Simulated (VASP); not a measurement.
# Cr in VASP: relaxation of the atoms with PBE+D3(BJ)

Aim: the relaxation of the atoms of Cr with PBE+D3(BJ).

Everything below comes from runs of VASP 6.6.1. Logs are shortened: lines on timing, memory, paths and dates and some standing lists are left out, and cuts for length are marked.

**1. Starting point**

The cell holds a slab with vacuum, 16 atoms: a = 4.017 Å, b = 5.680 Å, c = 30.485 Å, α = 90.00°, β = 90.00°, γ = 90.00°.

The cell was built by a generator and needn't be a form met in nature.

**2. Relaxation of the atoms, PBE+D3(BJ)**

File INCAR:

```
ALGO = Fast ; DIPOL = 0.5 0.5 0.500
EDIFF = 1E-6 ; EDIFFG = -0.02
ENCUT = 520 ; GGA = PE
IBRION = 2 ; IDIPOL = 3
ISIF = 2 ; ISMEAR = 1
IVDW = 12 ; KPAR = 4
LASPH = T ; LCHARG = F
LDIPOL = T ; LREAL = F
LWAVE = F ; NELM = 120
NSW = 90 ; PREC = Accurate
SIGMA = 0.1
```

File KPOINTS:

```
k-points
0
Gamma
  8 6 1
```

File POSCAR:

```
Cr
1.0
    4.0165078900      0.0000000000      0.0000000000
    0.0000000000      5.6802000000      0.0000000000
    0.0000000000      0.0000000000     30.4849133200
Cr
16
Direct
    1.0000000000      0.7500000000      0.4033344400
    0.5000000000      0.5000000000      0.4033344400
    1.0000000000      0.2500000000      0.4033344400
    0.5000000000      0.0000000000      0.4033344400
    1.0000000000      0.5000000000      0.4677781500
    0.5000000000      0.2500000000      0.4677781500
    1.0000000000      0.0000000000      0.4677781500
    0.5000000000      0.7500000000      0.4677781500
    1.0000000000      0.2500000000      0.5322218500
    0.5000000000      1.0000000000      0.5322218500
    0.0000000000      0.7500000000      0.5322218500
    0.5000000000      0.5000000000      0.5322218500
    1.0000000000      0.0000000000      0.5966655600
    0.5000000000      0.7500000000      0.5966655600
    0.0000000000      0.5000000000      0.5966655600
    0.5000000000      0.2500000000      0.5966655600
```

Potentials or basis: VASP PAW PBE potentials, release 64 (Cr_pv).

Launch:

```bash
$ cat potpaw_PBE.64/Cr_pv/POTCAR > POTCAR
$ mpirun -np 4 vasp_std > vasp.out
```

OUTCAR:

```text
EDIFF = 1E-6
   EDIFFG = -0.02
   ENCUT = 520
   GGA = PE
   IBRION = 2
   ISIF = 2
   ISMEAR = 1
   IVDW = 12
   LASPH = T
   LREAL = F
   NELM = 120
   NSW = 90
   PREC = Accurate
 IVDW          = 12

 ion  position               nearest neighbor table
   1  0.000  0.750  0.403-   5 2.42   7 2.42   2 2.46   4 2.46   2 2.46   4 2.46   8 2.81   8 2.81
                             3 2.84   3 2.84
   2  0.500  0.500  0.403-   6 2.42   8 2.42   1 2.46   3 2.46   1 2.46   3 2.46   5 2.81   5 2.81
                             4 2.84   4 2.84
   3  0.000  0.250  0.403-   5 2.42   7 2.42   2 2.46   4 2.46   2 2.46   4 2.46   6 2.81   6 2.81
                             1 2.84   1 2.84
   4  0.500  0.000  0.403-   6 2.42   8 2.42   1 2.46   3 2.46   1 2.46   3 2.46   7 2.81   7 2.81
                             2 2.84   2 2.84
   5  0.000  0.500  0.468-   9 2.42  11 2.42   1 2.42   3 2.42   6 2.46   8 2.46   6 2.46   8 2.46
                            12 2.81  12 2.81   2 2.81   2 2.81   7 2.84   7 2.84
   6  0.500  0.250  0.468-  10 2.42  12 2.42   2 2.42   4 2.42   5 2.46   7 2.46   5 2.46   7 2.46
                             9 2.81   9 2.81   3 2.81   3 2.81   8 2.84   8 2.84
   7  0.000  0.000  0.468-   9 2.42  11 2.42   1 2.42   3 2.42   6 2.46   8 2.46   6 2.46   8 2.46
                            10 2.81  10 2.81   4 2.81   4 2.81   5 2.84   5 2.84
   8  0.500  0.750  0.468-  10 2.42  12 2.42   2 2.42   4 2.42   5 2.46   7 2.46   5 2.46   7 2.46
                            11 2.81  11 2.81   1 2.81   1 2.81   6 2.84   6 2.84
   9  0.000  0.250  0.532-   5 2.42   7 2.42  13 2.42  15 2.42  10 2.46  12 2.46  10 2.46  12 2.46
                             6 2.81   6 2.81  16 2.81  16 2.81  11 2.84  11 2.84
  10  0.500  0.000  0.532-   6 2.42   8 2.42  14 2.42  16 2.42   9 2.46  11 2.46   9 2.46  11 2.46
                             7 2.81   7 2.81  13 2.81  13 2.81  12 2.84  12 2.84
  11  0.000  0.750  0.532-   5 2.42   7 2.42  13 2.42  15 2.42  10 2.46  12 2.46  10 2.46  12 2.46
                             8 2.81   8 2.81  14 2.81  14 2.81   9 2.84   9 2.84
  12  0.500  0.500  0.532-   6 2.42   8 2.42  14 2.42  16 2.42   9 2.46  11 2.46   9 2.46  11 2.46
                             5 2.81   5 2.81  15 2.81  15 2.81  10 2.84  10 2.84
  13  0.000  0.000  0.597-   9 2.42  11 2.42  14 2.46  16 2.46  14 2.46  16 2.46  10 2.81  10 2.81
                            15 2.84  15 2.84
  14  0.500  0.750  0.597-  10 2.42  12 2.42  13 2.46  15 2.46  13 2.46  15 2.46  11 2.81  11 2.81
                            16 2.84  16 2.84
  15  0.000  0.500  0.597-   9 2.42  11 2.42  14 2.46  16 2.46  14 2.46  16 2.46  12 2.81  12 2.81
                            13 2.84  13 2.84
  16  0.500  0.250  0.597-  10 2.42  12 2.42  13 2.46  15 2.46  13 2.46  15 2.46   9 2.81   9 2.81
                            14 2.84  14 2.84

  LATTYP: Found a simple orthorhombic cell.
 ALAT       =     4.0165078900
 B/A-ratio  =     1.4142135794
 C/A-ratio  =     7.5899050008

  Lattice vectors:

 A1 = (   4.0165078900,   0.0000000000,   0.0000000000)
 A2 = (   0.0000000000,   5.6802000000,   0.0000000000)
 A3 = (   0.0000000000,   0.0000000000,  30.4849133200)

Analysis of symmetry for initial positions (statically):
=====================================================================
 Subroutine PRICEL returns following result:

  LATTYP: Found a base centered orthorhombic cell.
 ALAT       =     2.8401000000
 B/A-ratio  =     1.4142135453
 C/A-ratio  =    10.7337464596

  Lattice vectors:

 A1 = (  -2.0082539450,  -1.4200500000,   0.0000000000)
 A2 = (   2.0082539450,  -1.4200500000,   0.0000000000)
 A3 = (   0.0000000000,   0.0000000000,  30.4849133200)

   4 primitive cells build up your supercell.

 Routine SETGRP: Setting up the symmetry group for a
 simple orthorhombic supercell.

 Subroutine GETGRP returns: Found  8 space group operations
 (whereof  4 operations were pure point group operations)
 out of a pool of  8 trial point group operations.

The static configuration has the point symmetry C_2v.
 The point group associated with its full space group is D_2h.

Analysis of symmetry for dynamics (positions and initial velocities):
=====================================================================
 Subroutine PRICEL returns following result:

  LATTYP: Found a base centered orthorhombic cell.
 ALAT       =     2.8401000000
 B/A-ratio  =     1.4142135453
 C/A-ratio  =    10.7337464596

  Lattice vectors:

 A1 = (  -2.0082539450,  -1.4200500000,   0.0000000000)
 A2 = (   2.0082539450,  -1.4200500000,   0.0000000000)
 A3 = (   0.0000000000,   0.0000000000,  30.4849133200)

   4 primitive cells build up your supercell.

 Routine SETGRP: Setting up the symmetry group for a
[... 45 lines left out ...]
 Grid dimensions read from file:
 generate k-points for:    8    6    1

 Generating k-lattice:

  Cartesian coordinates                     Fractional coordinates (reciprocal lattice)
     0.031121562  0.000000000  0.000000000     0.125000000  0.000000000  0.000000000
     0.000000000  0.029341690  0.000000000     0.000000000  0.166666667  0.000000000
     0.000000000  0.000000000  0.032803111     0.000000000  0.000000000  1.000000000

  Length of vectors
     0.031121562  0.029341690  0.032803111

  Shift w.r.t. Gamma in fractional coordinates (k-lattice)
     0.000000000  0.000000000  0.000000000

 Subroutine IBZKPT returns following result:
 ===========================================

 Found     20 irreducible k-points:

 Following reciprocal coordinates:
            Coordinates               Weight
  0.000000  0.000000  0.000000      1.000000
  0.125000  0.000000  0.000000      2.000000
  0.250000  0.000000  0.000000      2.000000
  0.375000  0.000000  0.000000      2.000000
  0.500000  0.000000  0.000000      1.000000
  0.000000  0.166667  0.000000      2.000000
[... 12 lines left out ...]
  0.375000  0.500000  0.000000      2.000000
  0.500000  0.500000  0.000000      1.000000
   k-points           NKPTS =     20   k-points in BZ     NKDIM =     20   number of bands    NBANDS=    115
   number of dos      NEDOS =    301   number of ions     NIONS =     16
   total plane-waves  NPLWV = 302400
   dimension x,y,z NGX =    30 NGY =   42 NGZ =  240
   dimension x,y,z NGXF=    60 NGYF=   84 NGZF=  480
   ions per type =              16
   NGX,Y,Z   is equivalent  to a cutoff of  12.42, 12.29, 13.09 a.u.
   NGXF,Y,Z  is equivalent  to a cutoff of  24.83, 24.58, 26.18 a.u.
 SYSTEM =  unknown system
   PREC   = accura    normal or accurate (medium, high low for compatibility)
   ISTART =      0    job   : 0-new  1-cont  2-samecut
   ICHARG =      2    charge: 1-file 2-atom 10-const
   ISPIN  =      1    spin polarized calculation?
   LNONCOLLINEAR =      F non collinear calculations
   LSORBIT =      F    spin-orbit coupling
   LASPH  =      T    aspherical Exc in radial PAW
   ENCUT  =  520.0 eV  38.22 Ry    6.18 a.u.   7.47 10.56 56.68*2*pi/ulx,y,z
   NELM   =    120;   NELMIN=  2; NELMDL= -5     # of ELM steps
   EDIFF  = 0.1E-05   stopping-criterion for ELM
   LREAL  =      F    real-space projection
   EDIFFG = -.2E-01   stopping-criterion for IOM
   NSW    =     90    number of steps for IOM
   IBRION =      2    ionic relax: 0-MD 1-quasi-New 2-CG
   NFREE  =      1    steps in history (QN), initial steepest desc. (CG)
   ISIF   =      2    stress and relaxation
   ISYM   =      2    0-nonsym 1-usesym 2-fastsym
   POTIM  = 0.5000    time-step for ionic-motion
   TEBEG  =    0.0;   TEEND  =   0.0 temperature during run
   PSTRESS=    0.0 pullay stress
   NELECT =     192.0000    total number of electrons
   NUPDOWN=      -1.0000    fix difference up-down
   EMIN   =  10.00;   EMAX   =-10.00  energy-range for DOS
   EFERMI =   0.00;   METHOD = LEGACY
   ISMEAR =     1;   SIGMA  =   0.10  broadening in eV -4-tet -1-fermi 0-gaus
   EFERMI_NEDOS =   21; number of points for ismear=-14 and -15
   IALGO  =     68    algorithm
   IMIX   =      4    mixing-type and parameters
     AMIX     =   0.40;   BMIX     =  1.00
     AMIX_MAG =   1.60;   BMIX_MAG =  1.00
  volume/ion in A,a.u.               =      43.47       293.34
  Fermi-wavevector in a.u.,A,eV,Ry     =   1.065965  2.014381 15.460039  1.136281
  Thomas-Fermi vector in A             =   2.201534
   LORBIT       =      0    0 simple, 1 ext, 2 COOP (PROOUT), +10 PAW based schemes
   GGA     = PE    functional components
   LHFCALC =     F    Hartree Fock is set to
   AEXX    =    0.0000 exact exchange contribution
   IVDW    =    12    specifies the selected vdW correction
   LEPSILON=     F    determine dielectric tensor
   LRPA    =     F    only Hartree local field effects (RPA)
 conjugate gradient relaxation of ions
 non-spin polarized calculation
 RMM-DIIS sequential band-by-band and
 Methfessel and Paxton  Order N= 1 SIGMA  =   0.10
  energy-cutoff  :      520.00
  volume of cell :      695.50
 maximum number of plane-waves:     18787
 NGX is ok and might be reduce to    30
   NGX = 15   NGY = 21   NGZ =113

 dipolmoment           0.000000      0.000000     -0.000000 electrons x Angstroem

--------------------------------------- Ionic step        1  -------------------------------------------

 number of electron     192.0000039 magnetization

 Free energy of the ion-electron system (eV)
  ---------------------------------------------------
  ext. energy  EPLUGINS =         0.00000000
  ---------------------------------------------------
  free energy    TOTEN  =      -142.90283269 eV

  energy without entropy =     -142.90360927  energy(sigma->0) =     -142.90309155

------------------------ aborting loop because EDIFF is reached ----------------------------------------

 Edisp (eV)   -5.81019

 E8    (eV) :    -2.6915
[... 99 lines left out ...]
--------------------------------------- Ionic step        3  -------------------------------------------

 number of electron     191.9999909 magnetization

 dipolmoment           0.000000      0.000000      0.000000 electrons x Angstroem

 Free energy of the ion-electron system (eV)
  ---------------------------------------------------
  ext. energy  EPLUGINS =         0.00000000
  ---------------------------------------------------
  free energy    TOTEN  =      -142.95732903 eV

  energy without entropy =     -142.95744987  energy(sigma->0) =     -142.95736931

 E-fermi :  -0.5804     XC(G=0):  -4.3137

 val. band max:       -0.5899987814   @ k =   0.2500   0.0000   0.0000
 cond. band min:      -0.5779101781   @ k =   0.0000   0.3333   0.0000
 fundamental gap:      0.0120886033
 Fermi energy:        -0.5803840957

 k-point     1 :       0.0000    0.0000    0.0000
  band No.  band energies     occupation
      1     -44.2711      2.00000
      2     -44.2042      2.00000
      3     -44.1356      2.00000
      4     -44.0762      2.00000
      5     -44.0762      2.00000
      6     -44.0664      2.00000
[... 2209 lines left out ...]
    107       0.1983     -0.00000
    108       0.1983     -0.00000
 [bands above 108 left out]

------------------------ aborting loop because EDIFF is reached ----------------------------------------

 vacuum level on the upper side and lower side of the slab       (xc-potential included)        -0.002        -0.002

 Edisp (eV)   -5.80889

 E8    (eV) :    -2.6906

  FORCE on cell =-STRESS in cart. coord.  units (eV):
  Direction    XX          YY          ZZ          XY          YZ          ZX
  --------------------------------------------------------------------------------------
  -------------------------------------------------------------------------------------
  Total     -10.73954   -14.88862    -0.66647     0.00000     0.00000     0.00000
  in kB     -24.73997   -34.29791    -1.53530     0.00000     0.00000     0.00000
  external pressure =      -20.19 kB  Pullay stress =        0.00 kB
[... 31 lines left out ...]
  FREE ENERGIE OF THE ION-ELECTRON SYSTEM (eV)
  ---------------------------------------------------
  free  energy   TOTEN  =      -148.7662188972 eV

  energy  without entropy=     -148.7663397410  energy(sigma->0) =     -148.76625918

 reached required accuracy - stopping structural energy minimisation

 vacuum level on the upper side and lower side of the slab         4.307         4.307
```

It took 22 min on 4 MPI ranks of AMD EPYC 9R45 (Zen 5), shared host; peak memory 1.3 GiB.

Results:

| Item | Value |
| --- | --- |
| Free energy | -148.7662 eV |
| Energy gained by relaxing | 3.3 meV/atom |
| Ionic steps | 3 |
| Largest force after relaxing | 0.019 eV/Å |
| Band gap on the k mesh | none (metal or under the smearing width) |
| Dispersion energy per atom | -0.363 eV |

Forces in eV/Å, atoms in the order of the input:
```
Cr   0.000  0.000  0.019
Cr   0.000  0.000  0.019
Cr   0.000  0.000  0.019
Cr   0.000  0.000  0.019
Cr   0.000  0.000  0.010
Cr   0.000  0.000  0.010
Cr   0.000  0.000  0.010
Cr   0.000  0.000  0.010
Cr   0.000  0.000 -0.010
Cr   0.000  0.000 -0.010
Cr   0.000  0.000 -0.010
Cr   0.000  0.000 -0.010
Cr   0.000  0.000 -0.019
Cr   0.000  0.000 -0.019
Cr   0.000  0.000 -0.019
Cr   0.000  0.000 -0.019
```

Step by step:
```csv
step,energy change (eV),largest force (eV/Å),pressure (GPa)
1,0.0000,0.4908,-2.24
2,-0.0531,0.0277,-2.02
3,-0.0532,0.0188,-2.02
```

Final structure:
```
CELL_PARAMETERS angstrom
4.01651 0.00000 0.00000
0.00000 5.68020 0.00000
0.00000 0.00000 30.48491
ATOMIC_POSITIONS crystal
Cr 0.00000 0.75000 0.40368
Cr 0.50000 0.50000 0.40368
Cr 0.00000 0.25000 0.40368
Cr 0.50000 0.00000 0.40368
Cr 0.00000 0.50000 0.46703
Cr 0.50000 0.25000 0.46703
Cr 0.00000 0.00000 0.46703
Cr 0.50000 0.75000 0.46703
Cr 0.00000 0.25000 0.53297
Cr 0.50000 0.00000 0.53297
Cr 0.00000 0.75000 0.53297
Cr 0.50000 0.50000 0.53297
Cr 0.00000 0.00000 0.59632
Cr 0.50000 0.75000 0.59632
Cr 0.00000 0.50000 0.59632
Cr 0.50000 0.25000 0.59632
```

Caveat: the run has no spin polarisation, though such a crystal can be magnetic.
